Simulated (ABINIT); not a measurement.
Nb:

```xyz
1
Lattice="0.0000 2.1150 2.1150 2.1150 0.0000 2.1150 2.1150 2.1150 0.0000" Properties=species:S:1:pos:R:3 pbc="T T T"
Nb    0.0000    0.0000    0.0000
```

This isn't the form of Nb at room conditions, which is bcc.

- Program: ABINIT 10.8.3 (patched build)
- Task: phonon dispersion
- Functional: LDA
- Potentials or basis: PseudoDojo NC SR LDA v0.4.1 standard
- Cutoff: 952 eV
- k mesh: 10 × 10 × 10
- Occupations: methfessel-paxton, width 0.136 eV
- Spin: no spin polarisation
- Stop of the response cycle (tolvrs): 1e-08
- q mesh: 2 × 2 × 2
- Acoustic sum rule (asr): 2

Is this structure dynamically stable at this level, and how far does the spectrum reach?

No: the interpolated spectrum has imaginary modes, down to 59i cm⁻¹ near q = (0.19, 0.19, 0.38). The highest frequency is 238 cm⁻¹.

Phonon frequencies at the corners of the path (cm⁻¹, interpolated; i marks imaginary ones):
```
point  frequencies
    Γ        0 0 0
    X  119 119 146
    W  128 141 141
    K   87 146 163
    L    12 12 238
    U   87 146 163
```

Phonon states per cell in windows of 20 cm⁻¹ (negative: imaginary):
| from (cm⁻¹) | total |
| --- | --- |
| -60 | 0.06 |
| -40 | 0.13 |
| -20 | 0.07 |
| 0 | 0.09 |
| 20 | 0.13 |
| 40 | 0.18 |
| 60 | 0.31 |
| 80 | 0.31 |
| 100 | 0.46 |
| 120 | 0.30 |
| 140 | 0.22 |
| 160 | 0.22 |
| 180 | 0.30 |
| 200 | 0.16 |
| 220 | 0.05 |

A q mesh this small can miss soft modes between its points.

Caveat: the q mesh is small, so phonon branches between its points and thermal values are rough.
